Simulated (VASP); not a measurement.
# C (Fd-3m) in VASP: notebook, part 2 of 3

VASP 6.6.1. Earlier steps stand in the parts before.

**3. G0W0 quasiparticle levels, PBE**

POSCAR reads:

```
C
1.0
    0.0000000000      1.7833700000      1.7833700000
    1.7833700000      0.0000000000      1.7833700000
    1.7833700000      1.7833700000      0.0000000000
C
2
Direct
    0.7500000000      0.7500000000      0.7500000000
    0.5000000000      0.5000000000      0.5000000000
```

INCAR.step1 reads:

```
SYSTEM = C
ALGO = Normal ; EDIFF = 1E-8
ENCUT = 450 ; GGA = PE
ISMEAR = 0 ; LASPH = .TRUE.
LCHARG = .FALSE. ; LREAL = .FALSE.
LWAVE = .TRUE. ; NELM = 60
PREC = Accurate ; SIGMA = 0.01
```

INCAR.step2 reads:

```
SYSTEM = C
ALGO = Exact ; EDIFF = 1E-8
ENCUT = 450 ; GGA = PE
ISMEAR = 0 ; ISTART = 1
LASPH = .TRUE. ; LCHARG = .FALSE.
LOPTICS = .TRUE. ; LREAL = .FALSE.
LWAVE = .TRUE. ; NBANDS = 49
NELM = 1 ; PREC = Accurate
SIGMA = 0.01
```

INCAR.step3 reads:

```
SYSTEM = C
ALGO = EVGW0 ; EDIFF = 1E-8
ENCUT = 450 ; ENCUTGW = 75
GGA = PE ; ISMEAR = 0
ISTART = 1 ; LASPH = .TRUE.
LCHARG = .FALSE. ; LREAL = .FALSE.
LWAVE = .FALSE. ; NBANDS = 49
NBANDSGW = 12 ; NELMGW = 1
NOMEGA = 48 ; PREC = Accurate
PRECFOCK = Fast ; SIGMA = 0.01
```

KPOINTS reads:

```
k-points
0
G
  3 3 3
  0 0 0
```

Potentials or basis: VASP PAW PBE potentials, release 64 (C_GW).

Launch:

```sh
$ cat potpaw_PBE.64/C_GW/POTCAR > POTCAR
$ cp INCAR.step1 INCAR
$ mpirun -np 1 vasp_std > vasp.out
$ cp INCAR.step2 INCAR
$ mpirun -np 1 vasp_std > vasp.out
$ cp INCAR.step3 INCAR
$ mpirun -np 1 vasp_std > vasp.out
```

OUTCAR:

```text
SYSTEM = C
   EDIFF = 1E-8
   ENCUT = 450
   ENCUTGW = 75
   GGA = PE
   ISMEAR = 0
   ISTART = 1
   LASPH = .TRUE.
   LREAL = .FALSE.
   NELMGW = 1
   PREC = Accurate
   PRECFOCK = Fast

 Found      4 irreducible k-points:

 Following reciprocal coordinates:
            Coordinates               Weight
  0.000000  0.000000  0.000000      1.000000
  0.333333  0.000000  0.000000      8.000000
  0.333333  0.333333  0.000000      6.000000
 -0.333333  0.333333  0.000000     12.000000
   k-points           NKPTS =      4   k-points in BZ     NKDIM =     27   number of bands    NBANDS=     49
   number of dos      NEDOS =    301   number of ions     NIONS =      2
   total plane-waves  NPLWV =   5832
   dimension x,y,z NGX =    18 NGY =   18 NGZ =   18
   dimension x,y,z NGXF=    36 NGYF=   36 NGZF=   36
   ions per type =               2
   NGX,Y,Z   is equivalent  to a cutoff of  11.86, 11.86, 11.86 a.u.
   NGXF,Y,Z  is equivalent  to a cutoff of  23.73, 23.73, 23.73 a.u.
 SYSTEM =  C
   PREC   = accura    normal or accurate (medium, high low for compatibility)
   ISTART =      1    job   : 0-new  1-cont  2-samecut
   ICHARG =      0    charge: 1-file 2-atom 10-const
   ISPIN  =      1    spin polarized calculation?
   LNONCOLLINEAR =      F non collinear calculations
   LSORBIT =      F    spin-orbit coupling
   LASPH  =      T    aspherical Exc in radial PAW
   ENCUT  =  450.0 eV  33.07 Ry    5.75 a.u.   4.36  4.36  4.36*2*pi/ulx,y,z
   NELM   =     60;   NELMIN=  2; NELMDL=  0     # of ELM steps
   EDIFF  = 0.1E-07   stopping-criterion for ELM
   LREAL  =      F    real-space projection
   EDIFFG = 0.1E-06   stopping-criterion for IOM
   NSW    =      0    number of steps for IOM
   IBRION =     -1    ionic relax: 0-MD 1-quasi-New 2-CG
   NFREE  =      0    steps in history (QN), initial steepest desc. (CG)
   ISIF   =      0    stress and relaxation
   ISYM   =      3    0-nonsym 1-usesym 2-fastsym
   POTIM  = 0.5000    time-step for ionic-motion
   TEBEG  =    0.0;   TEEND  =   0.0 temperature during run
   PSTRESS=    0.0 pullay stress
   NELECT =       8.0000    total number of electrons
   NUPDOWN=      -1.0000    fix difference up-down
   EMIN   =  10.00;   EMAX   =-10.00  energy-range for DOS
   EFERMI =   0.00;   METHOD = LEGACY
   ISMEAR =     0;   SIGMA  =   0.01  broadening in eV -4-tet -1-fermi 0-gaus
   EFERMI_NEDOS =   21; number of points for ismear=-14 and -15
   IALGO  =     38    algorithm
   IMIX   =      4    mixing-type and parameters
     AMIX     =   0.40;   BMIX     =  1.00
     AMIX_MAG =   1.60;   BMIX_MAG =  1.00
  volume/ion in A,a.u.               =       5.67        38.28
  Fermi-wavevector in a.u.,A,eV,Ry     =   1.457203  2.753714 28.891161  2.123440
  Thomas-Fermi vector in A             =   2.574032
   LORBIT       =      0    0 simple, 1 ext, 2 COOP (PROOUT), +10 PAW based schemes
   GGA     = PE    functional components
   LHFCALC =     T    Hartree Fock is set to
   PRECFOCK=fast      Normal, Fast or Accurate (Low or Medium for compatibility)
   ENCUT4O =  -1.0   cutoff for four orbital integrals eV
   NKREDX  =     1    reduce k-point grid by
   NKREDY  =     1    reduce k-point grid by
   NKREDZ  =     1    reduce k-point grid by
   AEXX    =    1.0000 exact exchange contribution
   HFSCREEN=    0.0000 screening length (either q_TF or 0.3 A-1)
   HFSCREENC=   0.0000 screening length for correlation (either q_TF or 0.3 A-1)
   ENCUTFOCK=  -1.0 apply spherical cutoff to Coloumb kernel
   IVDW    =     0    specifies the selected vdW correction
   LEPSILON=     F    determine dielectric tensor
   LRPA    =     F    only Hartree local field effects (RPA)
   LRPAFORCE           =     F    calculate RPA forces
   ENCUTGW             =  75.0    cutoff for response function in eV
   ENCUTGWSOFT         =  60.0    soft cutoff for Coulomb kernel in GW response function in eV
   ENCUTLF             =  -1.0    cutoff for local field effects
   NELMGW              =     1    number of iterations in solving QP/BSE equation
   NELMHF              =     1    number of iterations in the inner HF iteration
   NKREDLFX            =     1    NKREDLFY  =   1   NKREDLFZ  =   1
 non-spin polarized calculation
 Gauss-broadening in eV      SIGMA  =   0.01
  energy-cutoff  :      450.00
  volume of cell :       11.34
 maximum number of plane-waves:       259
 NGX is ok and might be reduce to    18
  NGX = 10; NGY = 10; NGZ = 10
   NGX =  9   NGY =  9   NGZ =  9
 maximum number of plane-waves:        18
 NGX is ok and might be reduce to    10

 QP shifts <psi_nk| G(iteration)W_0 |psi_nk>: iteration 1
 for sc-GW calculations column KS-energies equals QP-energies in previous step
 and V_xc(KS)=  KS-energies - (<T + V_ion + V_H > + <T+V_H+V_ion>^1  + <V_x>^1)

 k-point   1 :       0.0000    0.0000    0.0000
  band No.  KS-energies  QP-energies   sigma(KS)   V_xc(KS)     V^pw_x(r,r')   Z            occupation Imag(sigma)

      1     -11.6473     -12.8605     -16.3734     -14.7556     -25.3472       0.7499       2.0000       1.4663
      2       9.8679       9.8200     -16.8753     -16.8171     -19.9899       0.8250       2.0000       0.1036
      3       9.8679       9.8200     -16.8753     -16.8171     -19.9899       0.8250       2.0000       0.1036
      4       9.8679       9.8200     -16.8753     -16.8171     -19.9899       0.8250       2.0000       0.1036
      5      15.4341      16.7322     -13.9210     -15.5106      -8.7983       0.8166       0.0000      -0.1246
      6      15.4341      16.7322     -13.9210     -15.5106      -8.7983       0.8166       0.0000      -0.1246
      7      15.4341      16.7322     -13.9210     -15.5106      -8.7983       0.8166       0.0000      -0.1246
      8      23.1878      24.4422     -14.7651     -16.3713      -7.5094       0.7810       0.0000      -0.3084
      9      29.1228      29.3786     -11.4645     -11.7768      -4.2105       0.8189       0.0000      -0.4710
     10      36.3294      37.3577     -12.6137     -13.8641      -5.7988       0.8224       0.0000      -0.5558
     11      36.3294      37.3577     -12.6137     -13.8641      -5.7988       0.8224       0.0000      -0.5558
     12      37.3230      37.8722     -10.7673     -11.4342      -3.1747       0.8234       0.0000      -0.9746

 k-point   2 :       0.3333    0.0000    0.0000
  band No.  KS-energies  QP-energies   sigma(KS)   V_xc(KS)     V^pw_x(r,r')   Z            occupation Imag(sigma)

      1      -8.6289      -9.7334     -16.4622     -15.0095     -24.6269       0.7603       2.0000       1.0775
      2       0.4696      -0.2501     -16.2683     -15.3535     -21.4005       0.7867       2.0000       0.2775
      3       7.5428       7.3373     -16.7039     -16.4522     -20.2433       0.8161       2.0000       0.1276
      4       7.5428       7.3373     -16.7039     -16.4522     -20.2433       0.8161       2.0000       0.1276
      5      18.1214      19.5027     -13.7518     -15.4507      -8.1198       0.8130       0.0000      -0.1536
      6      18.1214      19.5027     -13.7518     -15.4507      -8.1198       0.8130       0.0000      -0.1536
      7      18.4168      19.5111     -14.2887     -15.6419      -8.5146       0.8086       0.0000      -0.1617
      8      25.1074      26.4659     -13.2442     -14.9668      -5.9266       0.7886       0.0000      -0.3493
      9      30.7909      31.4839     -12.0660     -12.9350      -4.4913       0.7974       0.0000      -0.5449
     10      33.0309      33.8838     -12.0260     -13.0677      -5.0454       0.8187       0.0000      -0.5545
     11      33.0309      33.8838     -12.0260     -13.0677      -5.0454       0.8187       0.0000      -0.5545
     12      35.1274      36.0203     -12.1713     -13.3115      -3.9894       0.7832       0.0000      -0.7841

 k-point   3 :       0.3333    0.3333    0.0000
  band No.  KS-energies  QP-energies   sigma(KS)   V_xc(KS)     V^pw_x(r,r')   Z            occupation Imag(sigma)

      1      -7.6236      -8.7075     -16.4735     -15.0716     -24.3425       0.7733       2.0000       0.9950
      2       2.6743       2.0684     -16.9738     -16.2088     -21.8302       0.7921       2.0000       0.2208
      3       4.5424       4.1043     -16.4067     -15.8618     -20.5574       0.8041       2.0000       0.1664
      4       4.5424       4.1043     -16.4067     -15.8618     -20.5574       0.8041       2.0000       0.1664
      5      13.9803      14.7416     -13.2515     -14.1743      -8.1934       0.8250       0.0000      -0.1186
      6      17.5557      18.1805     -12.3615     -13.1240      -6.5909       0.8195       0.0000      -0.1520
      7      23.9194      25.7617     -14.2877     -16.6162      -7.4123       0.7912       0.0000      -0.2929
      8      23.9194      25.7617     -14.2877     -16.6162      -7.4123       0.7912       0.0000      -0.2929
      9      31.1641      32.5588     -13.7666     -15.5517      -5.9042       0.7813       0.0000      -0.6073
     10      33.0659      34.2158     -12.5450     -14.0015      -4.4506       0.7895       0.0000      -0.6601
     11      41.5289      42.6603     -12.5251     -13.8928      -5.1706       0.8272       0.0000      -1.0321
     12      44.4728      45.2679     -11.5156     -12.5072      -3.1983       0.8019       0.0000      -1.2939

 k-point   4 :      -0.3333    0.3333    0.0000
  band No.  KS-energies  QP-energies   sigma(KS)   V_xc(KS)     V^pw_x(r,r')   Z            occupation Imag(sigma)

      1      -4.2127      -5.1698     -16.8904     -15.6623     -23.8906       0.7793       2.0000       0.6495
      2      -1.0910      -1.9082     -16.7142     -15.6693     -22.6185       0.7821       2.0000       0.3893
      3       0.4601      -0.2652     -15.6455     -14.7311     -20.4133       0.7932       2.0000       0.2622
      4       5.1713       4.7735     -16.5095     -16.0176     -20.5476       0.8087       2.0000       0.1559
      5      16.1747      16.9467     -12.8933     -13.8331      -7.4417       0.8215       0.0000      -0.1363
      6      22.7827      24.5278     -14.0588     -16.2645      -7.3004       0.7912       0.0000      -0.2680
      7      23.3949      24.9299     -13.8618     -15.8044      -6.9698       0.7902       0.0000      -0.2800
      8      24.8609      26.4993     -14.1779     -16.2715      -6.8366       0.7826       0.0000      -0.3501
      9      26.7823      27.7119     -12.6281     -13.7675      -6.2290       0.8159       0.0000      -0.2867
     10      33.5173      34.3081     -11.9651     -12.9221      -5.2095       0.8262       0.0000      -0.5342
     11      34.6985      36.2245     -13.2075     -15.1757      -4.6899       0.7753       0.0000      -0.7980
     12      43.6201      44.2228     -11.2833     -12.0205      -3.2034       0.8175       0.0000      -1.2465
```

It used 2.3 s of CPU time on 1 thread of Intel(R) Xeon(R) 6975P-C (Granite Rapids) (shared host), which was overloaded at the time.

These settings aren't checked as converged: the numbers below hold their error.

What came out:

```yaml
Band_gap_on_the_k_mesh_mean-field_level: 4.11 eV, indirect (least direct gap 5.57 eV)
Quasiparticle_gap: 4.92 eV
Least_direct_quasiparticle_gap: 6.91 eV
```

Caveat: the k mesh is coarse (spacing up to 1.02 Å⁻¹), so the values aren't converged; bands, screening cutoff and mesh are small and nothing is extrapolated, so the quasiparticle values aren't converged; an odd mesh through Γ misses points on the zone boundary, where band edges often lie.

(Continued in part 3 of 3.)
